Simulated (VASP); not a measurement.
# CoSn (P6/mmm) in VASP: relaxation of cell and atoms with PBE

Aim: the relaxation of cell and atoms of CoSn with PBE.

Program: VASP 6.6.1. These are calculated values, not measurements. Logs are shortened: lines on timing, memory, paths and dates and some standing lists are left out, and cuts for length are marked.

### Step 1. Starting point

The structure is hexagonal, space group P6/mmm (No. 191). The conventional cell has a = 5.246 Å, b = 5.246 Å, c = 4.188 Å, α = 90.00°, β = 90.00°, γ = 120.00°. Co (site symmetry mmm) is surrounded by 6 Sn at 2.58 to 2.62 Å and 4 Co at 2.62 Å. Sn (site symmetry -6m2) has 6 Co at 2.58 Å as nearest neighbours. Sn (site symmetry 6/mmm) is surrounded by 6 Co at 2.62 Å.

The cell is a database's computed one.

### Step 2. Relaxation of cell and atoms, PBE

INCAR

```
SYSTEM = CoSn
  ALGO = Fast
  EDIFF = 1E-7
  EDIFFG = -0.004
  ENCUT = 600
  GGA = PE
  IBRION = 2
  ISIF = 3
  ISMEAR = 0
  LASPH = .True.
  LCHARG = .False.
  LREAL = .False.
  LWAVE = .False.
  NELM = 60
  NSW = 80
  PREC = Accurate
  SIGMA = 0.1
```

KPOINTS

```
k-points
0
Gamma
  9 9 8
  0 0 0
```

POSCAR

```
CoSn
1.0
    5.2460399300      0.0000000000      0.0000000000
   -2.6230199600      4.5432038500      0.0000000000
    0.0000000000      0.0000000000      4.1875903000
Co Sn
3 3
Direct
    0.0000000000      0.5000000000      0.0000000000
    0.5000000000      0.5000000000      0.0000000000
    0.5000000000      0.0000000000      0.0000000000
    0.6666666700      0.3333333300      0.5000000000
    0.3333333300      0.6666666700      0.5000000000
    0.0000000000      0.0000000000      0.0000000000
```

Potentials or basis: VASP PAW PBE potentials, release 64 (Co, Sn_d).

Started as:

```console
> cat potpaw_PBE.64/Co/POTCAR potpaw_PBE.64/Sn_d/POTCAR > POTCAR
> mpirun -np 1 vasp_std > vasp.out
```

OUTCAR:

```text
SYSTEM = CoSn
   EDIFF = 1E-7
   EDIFFG = -0.004
   ENCUT = 600
   GGA = PE
   IBRION = 2
   ISIF = 3
   ISMEAR = 0
   LASPH = .True.
   LREAL = .False.
   NELM = 60
   NSW = 80
   PREC = Accurate

 ion  position               nearest neighbor table
   1  0.000  0.500  0.000-   4 2.58   5 2.58   4 2.58   5 2.58   6 2.62   6 2.62   2 2.62   2 2.62
                             3 2.62   3 2.62
   2  0.500  0.500  0.000-   4 2.58   5 2.58   4 2.58   5 2.58   3 2.62   3 2.62   1 2.62   1 2.62
                             6 2.62   6 2.62
   3  0.500  0.000  0.000-   4 2.58   5 2.58   4 2.58   5 2.58   2 2.62   2 2.62   6 2.62   6 2.62
                             1 2.62   1 2.62
   4  0.667  0.333  0.500-   3 2.58   3 2.58   1 2.58   1 2.58   2 2.58   2 2.58   5 3.03   5 3.03
                             5 3.03   6 3.68   6 3.68   6 3.68   6 3.68   6 3.68   6 3.68
   5  0.333  0.667  0.500-   3 2.58   3 2.58   1 2.58   1 2.58   2 2.58   2 2.58   4 3.03   4 3.03
                             4 3.03   6 3.68   6 3.68   6 3.68   6 3.68   6 3.68   6 3.68
   6  0.000  0.000  0.000-   1 2.62   1 2.62   3 2.62   3 2.62   2 2.62   2 2.62   5 3.68   4 3.68
                             5 3.68   4 3.68   4 3.68   4 3.68   5 3.68   5 3.68   4 3.68   5 3.68

  LATTYP: Found a hexagonal cell.
 ALAT       =     5.2460399300
 C/A-ratio  =     0.7982383581

  Lattice vectors:

 A1 = (   5.2460399300,   0.0000000000,   0.0000000000)
 A2 = (  -2.6230199600,   4.5432038500,   0.0000000000)
 A3 = (   0.0000000000,   0.0000000000,   4.1875903000)

Analysis of symmetry for initial positions (statically):
=====================================================================
 Subroutine PRICEL returns:
 Original cell was already a primitive cell.

 Routine SETGRP: Setting up the symmetry group for a
 hexagonal supercell.

 Subroutine GETGRP returns: Found 24 space group operations
 (whereof 24 operations were pure point group operations)
 out of a pool of 24 trial point group operations.

The static configuration has the point symmetry D_6h.

Analysis of symmetry for dynamics (positions and initial velocities):
=====================================================================
 Subroutine PRICEL returns:
 Original cell was already a primitive cell.

 Routine SETGRP: Setting up the symmetry group for a
 hexagonal supercell.

 Subroutine GETGRP returns: Found 24 space group operations
 (whereof 24 operations were pure point group operations)
 out of a pool of 24 trial point group operations.

The dynamic configuration has the point symmetry D_6h.

 Subroutine INISYM returns: Found 24 space group operations
 (whereof 24 operations are pure point group operations),
 and found     1 'primitive' translations

----------------------------------------------------------------------------------------

                                     Primitive cell

  volume of cell :      99.8063

  direct lattice vectors                    reciprocal lattice vectors
     5.246039930  0.000000000  0.000000000     0.190619975  0.110054494  0.000000000
    -2.623019960  4.543203850  0.000000000     0.000000000  0.220108988  0.000000000
     0.000000000  0.000000000  4.187590300     0.000000000  0.000000000  0.238800821

  length of vectors
     5.246039930  5.246039929  4.187590300     0.220108988  0.220108988  0.238800821

  position of ions in fractional coordinates (direct lattice)
     0.000000000  0.500000000  0.000000000
     0.500000000  0.500000000  0.000000000
     0.500000000  0.000000000  0.000000000
     0.666666670  0.333333330  0.500000000
     0.333333330  0.666666670  0.500000000
     0.000000000  0.000000000  0.000000000

  ion indices of the primitive-cell ions
   primitive index   ion index
                 1           1
                 2           2
                 3           3
                 4           4
                 5           5
                 6           6

----------------------------------------------------------------------------------------

 KPOINTS: k-points

Automatic generation of k-mesh.
 Grid dimensions read from file:
 generate k-points for:    9    9    8

 Generating k-lattice:

  Cartesian coordinates                     Fractional coordinates (reciprocal lattice)
     0.021179997  0.012228277  0.000000000     0.111111111  0.000000000  0.000000000
     0.000000000  0.024456554  0.000000000     0.000000000  0.111111111  0.000000000
     0.000000000  0.000000000  0.029850103     0.000000000  0.000000000  0.125000000

  Length of vectors
     0.024456554  0.024456554  0.029850103

  Shift w.r.t. Gamma in fractional coordinates (k-lattice)
     0.000000000  0.000000000  0.000000000

 Subroutine IBZKPT returns following result:
 ===========================================

 Found     60 irreducible k-points:

 Following reciprocal coordinates:
            Coordinates               Weight
  0.000000  0.000000  0.000000      1.000000
  0.111111  0.000000  0.000000      6.000000
  0.222222  0.000000  0.000000      6.000000
  0.333333  0.000000  0.000000      6.000000
  0.444444  0.000000  0.000000      6.000000
  0.111111  0.111111  0.000000      6.000000
[... 16 lines left out ...]
  0.333333  0.222222  0.125000     24.000000
  0.333333  0.333333  0.125000      4.000000
 [... further k-points ...]
   k-points           NKPTS =     60   k-points in BZ     NKDIM =     60   number of bands    NBANDS=     41
   number of dos      NEDOS =    301   number of ions     NIONS =      6
   total plane-waves  NPLWV =  63504
   dimension x,y,z NGX =    42 NGY =   42 NGZ =   36
   dimension x,y,z NGXF=    84 NGYF=   84 NGZF=   72
   ions per type =               3   3
   NGX,Y,Z   is equivalent  to a cutoff of  13.31, 13.31, 14.29 a.u.
   NGXF,Y,Z  is equivalent  to a cutoff of  26.62, 26.62, 28.58 a.u.
 SYSTEM =  CoSn
   PREC   = accura    normal or accurate (medium, high low for compatibility)
   ISTART =      0    job   : 0-new  1-cont  2-samecut
   ICHARG =      2    charge: 1-file 2-atom 10-const
   ISPIN  =      1    spin polarized calculation?
   LNONCOLLINEAR =      F non collinear calculations
   LSORBIT =      F    spin-orbit coupling
   LASPH  =      T    aspherical Exc in radial PAW
   ENCUT  =  600.0 eV  44.10 Ry    6.64 a.u.  10.48 10.48  8.36*2*pi/ulx,y,z
   NELM   =     60;   NELMIN=  2; NELMDL= -5     # of ELM steps
   EDIFF  = 0.1E-06   stopping-criterion for ELM
   LREAL  =      F    real-space projection
   EDIFFG = -.4E-02   stopping-criterion for IOM
   NSW    =     80    number of steps for IOM
   IBRION =      2    ionic relax: 0-MD 1-quasi-New 2-CG
   NFREE  =      1    steps in history (QN), initial steepest desc. (CG)
   ISIF   =      3    stress and relaxation
   ISYM   =      2    0-nonsym 1-usesym 2-fastsym
   POTIM  = 0.5000    time-step for ionic-motion
   TEBEG  =    0.0;   TEEND  =   0.0 temperature during run
   PSTRESS=    0.0 pullay stress
   NELECT =      69.0000    total number of electrons
   NUPDOWN=      -1.0000    fix difference up-down
   EMIN   =  10.00;   EMAX   =-10.00  energy-range for DOS
   EFERMI =   0.00;   METHOD = LEGACY
   ISMEAR =     0;   SIGMA  =   0.10  broadening in eV -4-tet -1-fermi 0-gaus
   EFERMI_NEDOS =   21; number of points for ismear=-14 and -15
   IALGO  =     68    algorithm
   IMIX   =      4    mixing-type and parameters
     AMIX     =   0.40;   BMIX     =  1.00
     AMIX_MAG =   1.60;   BMIX_MAG =  1.00
  volume/ion in A,a.u.               =      16.63       112.25
  Fermi-wavevector in a.u.,A,eV,Ry     =   1.447567  2.735504 28.510312  2.095449
  Thomas-Fermi vector in A             =   2.565507
   LORBIT       =      0    0 simple, 1 ext, 2 COOP (PROOUT), +10 PAW based schemes
   GGA     = PE    functional components
   LHFCALC =     F    Hartree Fock is set to
   AEXX    =    0.0000 exact exchange contribution
   IVDW    =     0    specifies the selected vdW correction
   LEPSILON=     F    determine dielectric tensor
   LRPA    =     F    only Hartree local field effects (RPA)
 conjugate gradient relaxation of ions
 non-spin polarized calculation
 RMM-DIIS sequential band-by-band and
 Gauss-broadening in eV      SIGMA  =   0.10
  energy-cutoff  :      600.00
  volume of cell :       99.81
 maximum number of plane-waves:      3377
 NGX is ok and might be reduce to    42
   NGX = 21   NGY = 21   NGZ = 17

--------------------------------------- Ionic step        1  -------------------------------------------

 number of electron      69.0000021 magnetization

 Free energy of the ion-electron system (eV)
  ---------------------------------------------------
  ext. energy  EPLUGINS =         0.00000000
  ---------------------------------------------------
  free energy    TOTEN  =       -33.22439954 eV

  energy without entropy =      -33.21248783  energy(sigma->0) =      -33.21844368

 E-fermi :  10.1454     XC(G=0): -11.8588

 val. band max:       10.1358247373   @ k =   0.3333   0.0000   0.1250
 cond. band min:      10.2069615838   @ k =   0.4444   0.1111   0.2500
 fundamental gap:      0.0711368465
 Fermi energy:        10.1454000170

 k-point     1 :       0.0000    0.0000    0.0000
  band No.  band energies     occupation
      1     -11.3632      2.00000
      2     -11.2482      2.00000
      3     -11.2482      2.00000
      4     -11.2304      2.00000
      5     -11.2304      2.00000
      6     -11.1371      2.00000
[... 1124 lines left out ...]
  energy  without entropy=      -33.2101886270  energy(sigma->0) =      -33.21664561

--------------------------------------- Ionic step        3  -------------------------------------------

 number of electron      69.0000012 magnetization

 Free energy of the ion-electron system (eV)
  ---------------------------------------------------
  ext. energy  EPLUGINS =         0.00000000
  ---------------------------------------------------
  free energy    TOTEN  =       -33.25868716 eV

  energy without entropy =      -33.24630995  energy(sigma->0) =      -33.25249855

 E-fermi :   9.7509     XC(G=0): -11.7078

 val. band max:        9.7491375181   @ k =   0.1111   0.0000   0.5000
 cond. band min:       9.8102893001   @ k =   0.4444   0.1111   0.2500
 fundamental gap:      0.0611517820
 Fermi energy:         9.7509317809

 k-point     1 :       0.0000    0.0000    0.0000
  band No.  band energies     occupation
      1     -11.7527      2.00000
      2     -11.6403      2.00000
      3     -11.6403      2.00000
      4     -11.6069      2.00000
      5     -11.6069      2.00000
      6     -11.5089      2.00000
[... 1080 lines left out ...]
  FREE ENERGIE OF THE ION-ELECTRON SYSTEM (eV)
  ---------------------------------------------------
  free  energy   TOTEN  =       -33.2586871575 eV

  energy  without entropy=      -33.2463099502  energy(sigma->0) =      -33.25249855

 reached required accuracy - stopping structural energy minimisation
```

It took 7.7 min on 1 thread of Intel Xeon 6975P-C (Granite Rapids), shared host; peak memory 0.43 GiB.

Results:

* Free energy: -33.2587 eV
* Relaxed volume: 17.12 Å³/atom
* Relaxed cell: a = 5.296 Å, b = 5.296 Å, c = 4.228 Å, α = 90.00°, β = 90.00°, γ = 120.00°
* Space group after relaxing (to 0.05 Å): P6/mmm (No. 191)
* Energy gained by relaxing: 5.7 meV/atom
* Ionic steps: 3
* Pressure after relaxing: 0.0 GPa
* Band gap on the k mesh: none (metal or under the smearing width)

Step by step:
```tsv
step	energy change (eV)	largest force (eV/Å)	pressure (GPa)	volume (Å³)
1	0.0000	0.0000	3.93	99.81
2	0.0013	0.0000	-3.54	105.81
3	-0.0343	0.0000	-0.03	102.71
```

Final structure:
```xyz
6
Lattice="5.2962 0.0000 0.0000 -2.6481 4.5866 0.0000 0.0000 0.0000 4.2281" Properties=species:S:1:pos:R:3 pbc="T T T"
Co   -1.3240    2.2933    0.0000
Co    1.3240    2.2933    0.0000
Co    0.0000    4.5866    0.0000
Sn    2.6481    1.5289    2.1140
Sn    0.0000    3.0577    2.1140
Sn   -2.6481    4.5866    0.0000
```
